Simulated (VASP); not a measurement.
# CoSi (P2_13) in VASP: a series of runs

Runs on CoSi. Level: LDA. Tasks: optical spectrum, density of states, electric field gradients, core levels, phonons.

Everything below comes from runs of VASP 6.6.1. Logs are shortened: lines on timing, memory, paths and dates and some standing lists are left out, and cuts for length are marked.

### Step 1. The structure

The structure is cubic, space group P2_13 (No. 198). Conventional cell: a = 4.438 Å, b = 4.438 Å, c = 4.438 Å, α = 90.00°, β = 90.00°, γ = 90.00°. Around Co (site symmetry 3) lie 7 Si at 2.28 to 2.47 Å. Si (site symmetry 3) has 7 Co at 2.28 to 2.47 Å as nearest neighbours.

### Step 2. Optical spectrum, LDA, collinear spin, ferromagnetic start

INCAR

```
PREC = Accurate ; ENCUT = 520
EDIFF = 1E-7 ; ISMEAR = 0
SIGMA = 0.02 ; LREAL = False
LASPH = True ; NELM = 150
ALGO = Normal ; ISIF = 2
LWAVE = False ; LCHARG = False
ISPIN = 2 ; MAGMOM = 2 2 2 2 0 0 0 0
LORBIT = 11 ; LMAXMIX = 4
GGA = CA ; LOPTICS = True
NBANDS = 74 ; NEDOS = 2000
CSHIFT = 0.1
```

KPOINTS

```
regular mesh
0
Gamma
  5 5 5
```

POSCAR

```
CoSi
1.0
    4.4380000000      0.0000000000      0.0000000000
    0.0000000000      4.4380000000      0.0000000000
    0.0000000000      0.0000000000      4.4380000000
Co Si
4 4
Direct
    0.8600000000      0.6400000000      0.3600000000
    0.6400000000      0.3600000000      0.8600000000
    0.3600000000      0.8600000000      0.6400000000
    0.1400000000      0.1400000000      0.1400000000
    0.1570000000      0.3430000000      0.6570000000
    0.3430000000      0.6570000000      0.1570000000
    0.6570000000      0.1570000000      0.3430000000
    0.8430000000      0.8430000000      0.8430000000
```

Potentials or basis: VASP PAW LDA potentials, release 64 (Co, Si).

Started as:

```bash
$ cat potpaw_LDA.64/Co/POTCAR potpaw_LDA.64/Si/POTCAR > POTCAR
$ mpirun -np 1 vasp_std > vasp.out
```

OUTCAR:

```text
PREC = Accurate
   ENCUT = 520
   EDIFF = 1E-7
   ISMEAR = 0
   LREAL = False
   LASPH = True
   NELM = 150
   ISIF = 2
   ISPIN = 2
   LORBIT = 11
   GGA = CA

 ion  position               nearest neighbor table
   1  0.860  0.640  0.360-   5 2.28   6 2.33   7 2.33   8 2.33   7 2.47   8 2.47   6 2.47   2 2.72
                             2 2.72   4 2.72   4 2.72   3 2.72   3 2.72
   2  0.640  0.360  0.860-   6 2.28   5 2.33   7 2.33   8 2.33   5 2.47   7 2.47   8 2.47   1 2.72
                             1 2.72   3 2.72   3 2.72   4 2.72   4 2.72
   3  0.360  0.860  0.640-   7 2.28   6 2.33   5 2.33   8 2.33   6 2.47   5 2.47   8 2.47   4 2.72
                             2 2.72   2 2.72   4 2.72   1 2.72   1 2.72
   4  0.140  0.140  0.140-   8 2.28   6 2.33   7 2.33   5 2.33   6 2.47   5 2.47   7 2.47   1 2.72
                             3 2.72   3 2.72   1 2.72   2 2.72   2 2.72
   5  0.157  0.343  0.657-   1 2.28   2 2.33   3 2.33   4 2.33   3 2.47   4 2.47   2 2.47   8 2.75
                             6 2.75   6 2.75   8 2.75   7 2.75   7 2.75
   6  0.343  0.657  0.157-   2 2.28   1 2.33   3 2.33   4 2.33   1 2.47   3 2.47   4 2.47   8 2.75
                             5 2.75   5 2.75   7 2.75   7 2.75   8 2.75
   7  0.657  0.157  0.343-   3 2.28   2 2.33   1 2.33   4 2.33   2 2.47   1 2.47   4 2.47   8 2.75
                             8 2.75   5 2.75   6 2.75   6 2.75   5 2.75
   8  0.843  0.843  0.843-   4 2.28   2 2.33   3 2.33   1 2.33   2 2.47   1 2.47   3 2.47   5 2.75
                             6 2.75   7 2.75   7 2.75   5 2.75   6 2.75

  LATTYP: Found a simple cubic cell.
 ALAT       =     4.4380000000

  Lattice vectors:

 A1 = (   4.4380000000,   0.0000000000,   0.0000000000)
 A2 = (   0.0000000000,   4.4380000000,   0.0000000000)
 A3 = (   0.0000000000,   0.0000000000,   4.4380000000)

Analysis of symmetry for initial positions (statically):
=====================================================================
 Subroutine PRICEL returns:
 Original cell was already a primitive cell.

 Routine SETGRP: Setting up the symmetry group for a
 simple cubic supercell.

 Subroutine GETGRP returns: Found 12 space group operations
 (whereof  3 operations were pure point group operations)
 out of a pool of 48 trial point group operations.

The static configuration has the point symmetry C_3 .
 The point group associated with its full space group is T   .

Analysis of symmetry for dynamics (positions and initial velocities):
=====================================================================
 Subroutine PRICEL returns:
 Original cell was already a primitive cell.

 Routine SETGRP: Setting up the symmetry group for a
 simple cubic supercell.

 Subroutine GETGRP returns: Found 12 space group operations
 (whereof  3 operations were pure point group operations)
 out of a pool of 48 trial point group operations.

The dynamic configuration has the point symmetry C_3 .
 The point group associated with its full space group is T   .

Analysis of structural, dynamic, and magnetic symmetry:
=====================================================================
 Subroutine PRICEL returns:
 Original cell was already a primitive cell.

 Routine SETGRP: Setting up the symmetry group for a
 simple cubic supercell.

 Subroutine GETGRP returns: Found 12 space group operations
 (whereof  3 operations were pure point group operations)
 out of a pool of 48 trial point group operations.

The overall configuration has the point symmetry C_3 .
 The point group associated with its full space group is T   .

 Subroutine INISYM returns: Found 12 space group operations
 (whereof  3 operations are pure point group operations),
 and found     1 'primitive' translations

----------------------------------------------------------------------------------------

                                     Primitive cell

  volume of cell :      87.4102

  direct lattice vectors                    reciprocal lattice vectors
     4.438000000  0.000000000  0.000000000     0.225326724  0.000000000  0.000000000
     0.000000000  4.438000000  0.000000000     0.000000000  0.225326724  0.000000000
     0.000000000  0.000000000  4.438000000     0.000000000  0.000000000  0.225326724

  length of vectors
     4.438000000  4.438000000  4.438000000     0.225326724  0.225326724  0.225326724

  position of ions in fractional coordinates (direct lattice)
     0.860000000  0.640000000  0.360000000
     0.640000000  0.360000000  0.860000000
     0.360000000  0.860000000  0.640000000
     0.140000000  0.140000000  0.140000000
     0.157000000  0.343000000  0.657000000
     0.343000000  0.657000000  0.157000000
[... 121 lines left out ...]
  energy without entropy =      -62.42048602  energy(sigma->0) =      -62.42060949

 E-fermi :  11.8977     XC(G=0): -13.0276

 val. band max:       11.8916754286   @ k =   0.0000   0.0000   0.0000
 cond. band min:      11.9567678643   @ k =   0.4000   0.4000   0.4000
 fundamental gap:      0.0650924356
 Fermi energy:        11.8977488351

 spin component 1

 k-point     1 :       0.0000    0.0000    0.0000
  band No.  band energies     occupation
      1      -1.6618      1.00000
      2       3.7967      1.00000
      3       3.7967      1.00000
      4       3.7967      1.00000
      5       6.4925      1.00000
      6       6.4925      1.00000
[... 440 lines left out ...]
     37      18.3041      0.00000
     38      18.8812      0.00000
 Fermi energy:        11.8977488351

 spin component 2

 k-point     1 :       0.0000    0.0000    0.0000
  band No.  band energies     occupation
      1      -1.6618      1.00000
      2       3.7967      1.00000
      3       3.7967      1.00000
      4       3.7967      1.00000
      5       6.4925      1.00000
      6       6.4925      1.00000
[... 440 lines left out ...]
     37      18.3041      0.00000
     38      18.8812      0.00000
 [bands above 38 left out]

------------------------ aborting loop because EDIFF is reached ----------------------------------------

  FORCE on cell =-STRESS in cart. coord.  units (eV):
  Direction    XX          YY          ZZ          XY          YZ          ZX
  --------------------------------------------------------------------------------------
  -------------------------------------------------------------------------------------
  Total       -6.7667269     -6.7667269     -6.7667269     -0.0000000      0.0000000      0.0000000
  in kB     -124.0301694   -124.0301694   -124.0301694     -0.0000000      0.0000000      0.0000000
  external PRESSURE =    -124.0301694 kB  Pullay stress =       0.0000000 kB

 VOLUME and BASIS-vectors are now :
 -----------------------------------------------------------------------------
  energy-cutoff  :      520.00
  volume of cell :       87.41
      direct lattice vectors                 reciprocal lattice vectors
     4.438000000  0.000000000  0.000000000     0.225326724  0.000000000  0.000000000
     0.000000000  4.438000000  0.000000000     0.000000000  0.225326724  0.000000000
     0.000000000  0.000000000  4.438000000     0.000000000  0.000000000  0.225326724

 POSITION                                       TOTAL-FORCE (eV/Angst)
 -----------------------------------------------------------------------------------
      3.81668      2.84032      1.59768        -0.094927      0.094927     -0.094927
      2.84032      1.59768      3.81668         0.094927     -0.094927     -0.094927
      1.59768      3.81668      2.84032        -0.094927     -0.094927      0.094927
      0.62132      0.62132      0.62132         0.094927      0.094927      0.094927
      0.69677      1.52223      2.91577         0.067461     -0.067461      0.067461
      1.52223      2.91577      0.69677        -0.067461      0.067461      0.067461
      2.91577      0.69677      1.52223         0.067461      0.067461     -0.067461
      3.74123      3.74123      3.74123        -0.067461     -0.067461     -0.067461
 -----------------------------------------------------------------------------------
    total drift:                               -0.000000     -0.000000      0.000000

  FREE ENERGIE OF THE ION-ELECTRON SYSTEM (eV)
  ---------------------------------------------------
  free  energy   TOTEN  =       -62.4207329674 eV

  energy  without entropy=      -62.4204860166  energy(sigma->0) =      -62.42060949

 electrical conductivity sigma (Mega S m-1) (frequency dependency in vasprun.xml)
  --------------------------------------------------------------------------------------
       0.000      -0.000       0.000
      -0.000       0.000       0.000
       0.000       0.000       0.000

  frequency dependent IMAGINARY DIELECTRIC FUNCTION (independent particle, no local field effects) density-density
     E(ev)      X         Y         Z        XY        YZ        ZX
  --------------------------------------------------------------------------------------------------------------
     0.00000     0.00000     0.00000     0.00000     0.00000     0.00000     0.00000
     0.50020    31.63162    31.63162    31.63162     0.00000    -0.00000    -0.00000
     1.00039    22.09027    22.09027    22.09027     0.00000    -0.00000    -0.00000
     1.50059    14.74112    14.74112    14.74112     0.00000    -0.00000    -0.00000
     2.00078    16.43858    16.43858    16.43858     0.00000    -0.00000    -0.00000
     2.50098    14.88854    14.88854    14.88854     0.00000    -0.00000    -0.00000
[... 92 lines left out ...]
    49.01914     0.00097     0.00097     0.00097     0.00000    -0.00000    -0.00000
    49.51933     0.00093     0.00093     0.00093     0.00000    -0.00000    -0.00000

  frequency dependent      REAL DIELECTRIC FUNCTION (independent particle, no local field effects) density-density
     E(ev)        X           Y           Z          XY          YZ          ZX
  --------------------------------------------------------------------------------------------------------------
     0.00000    54.32734    54.32734    54.32734     0.00000    -0.00000    -0.00000
     0.50020    54.80357    54.80357    54.80357     0.00000    -0.00000    -0.00000
     1.00039    11.67688    11.67688    11.67688    -0.00000     0.00000    -0.00000
     1.50059    15.65757    15.65757    15.65757     0.00000     0.00000    -0.00000
     2.00078    11.80218    11.80218    11.80218     0.00000     0.00000     0.00000
     2.50098     7.60555     7.60555     7.60555     0.00000     0.00000     0.00000
[... 92 lines left out ...]
    49.01914     0.78032     0.78032     0.78032     0.00000     0.00000     0.00000
    49.51933     0.78507     0.78507     0.78507     0.00000     0.00000     0.00000

  frequency dependent IMAGINARY DIELECTRIC FUNCTION (independent particle, no local field effects) current-current
     E(ev)      X         Y         Z        XY        YZ        ZX
  --------------------------------------------------------------------------------------------------------------
     0.00000   418.20703   418.20703   418.20703    -0.00000     0.00000    -0.00000
     0.50020    52.08992    52.08992    52.08992    -0.00000     0.00000    -0.00000
     1.00039    24.01563    24.01563    24.01563     0.00000     0.00000    -0.00000
     1.50059    16.63630    16.63630    16.63630     0.00000     0.00000     0.00000
     2.00078    17.47786    17.47786    17.47786     0.00000     0.00000     0.00000
     2.50098    15.39313    15.39313    15.39313     0.00000    -0.00000    -0.00000
[... 92 lines left out ...]
    49.01914     0.00007     0.00007     0.00007    -0.00000     0.00000    -0.00000
    49.51933     0.00007     0.00007     0.00007    -0.00000     0.00000    -0.00000

  frequency dependent      REAL DIELECTRIC FUNCTION (independent particle, no local field effects) current-current
     E(ev)        X           Y           Z          XY          YZ          ZX
  --------------------------------------------------------------------------------------------------------------
     0.00000    48.10895    48.10895    48.10895     0.00000     0.00000     0.00000
     0.50020    42.14532    42.14532    42.14532     0.00000     0.00000     0.00000
     1.00039     7.65974     7.65974     7.65974    -0.00000    -0.00000    -0.00000
     1.50059    13.86636    13.86636    13.86636     0.00000    -0.00000     0.00000
     2.00078    10.26503    10.26503    10.26503    -0.00000    -0.00000    -0.00000
     2.50098     6.48722     6.48722     6.48722     0.00000    -0.00000    -0.00000
[... 92 lines left out ...]
    49.01914     0.78054     0.78054     0.78054    -0.00000    -0.00000     0.00000
    49.51933     0.78528     0.78528     0.78528    -0.00000    -0.00000     0.00000

 total charge

# of ion       s       p       d       tot
------------------------------------------
    1        0.436   0.614   7.588   8.637
    2        0.436   0.614   7.588   8.637
    3        0.436   0.614   7.588   8.637
    4        0.436   0.614   7.588   8.637
    5        0.734   0.886   0.000   1.620
    6        0.734   0.886   0.000   1.620
    7        0.734   0.886   0.000   1.620
    8        0.734   0.886   0.000   1.620
--------------------------------------------------
tot          4.681   5.999  30.351  41.030

 magnetization (x)

# of ion       s       p       d       tot
------------------------------------------
    1        0.000   0.000  -0.000  -0.000
    2        0.000   0.000  -0.000  -0.000
    3        0.000   0.000  -0.000  -0.000
    4        0.000   0.000  -0.000  -0.000
    5        0.000   0.000   0.000   0.000
    6        0.000   0.000   0.000   0.000
    7        0.000   0.000   0.000   0.000
    8        0.000   0.000   0.000   0.000
--------------------------------------------------
tot          0.000   0.000  -0.000  -0.000
```

It took 2.5 min on 1 thread of Intel Xeon Platinum 8488C (Sapphire Rapids), shared host; peak memory 0.32 GiB.

Results:

| Quantity | Value |
| --- | --- |
| Free energy | -62.4207 eV |
| Pressure | -12.4 GPa |
| Largest force | 0.164 eV/Å |
| Band gap on the k mesh | none (metal or under the smearing width) |
| Net moment | 0.00 μB per cell |
| Valence electrons inside the program's atomic spheres | Co 8.64; Si 1.62 |

Forces in eV/Å, atoms in the order of the input:
```
Co  -0.095  0.095 -0.095
Co   0.095 -0.095 -0.095
Co  -0.095 -0.095  0.095
Co   0.095  0.095  0.095
Si   0.067 -0.067  0.067
Si  -0.067  0.067  0.067
Si   0.067  0.067 -0.067
Si  -0.067 -0.067 -0.067
```

Dielectric function (mean over the directions given):
| energy (eV) | real part | imaginary part |
| --- | --- | --- |
| 0.30 | 59.71 | 19.65 |
| 1.30 | 14.06 | 14.75 |
| 2.30 | 7.76 | 15.34 |
| 3.30 | 8.89 | 11.53 |
| 4.40 | 7.06 | 12.11 |
| 5.40 | 3.51 | 15.03 |
| 6.40 | -2.97 | 15.79 |
| 7.50 | -5.34 | 9.20 |
| 8.50 | -5.30 | 6.54 |
| 9.50 | -3.58 | 3.89 |
| 10.60 | -2.75 | 3.17 |
| 11.60 | -2.54 | 2.32 |
| 12.60 | -1.93 | 2.27 |
| 13.71 | -1.94 | 1.46 |
| 14.71 | -1.52 | 1.01 |
| 15.71 | -1.16 | 0.80 |
| 16.81 | -0.95 | 0.71 |
| 17.81 | -0.72 | 0.65 |
| 18.81 | -0.53 | 0.44 |
| 19.91 | -0.32 | 0.45 |

Caveat: the starting moments collapsed, and a magnetic state may lie lower; spectra need much finer meshes, so this one isn't converged; independent-particle spectra lack excitons; the intraband (Drude) part of a metal's response may be missing.

(Part 1 of 3 ends here.)
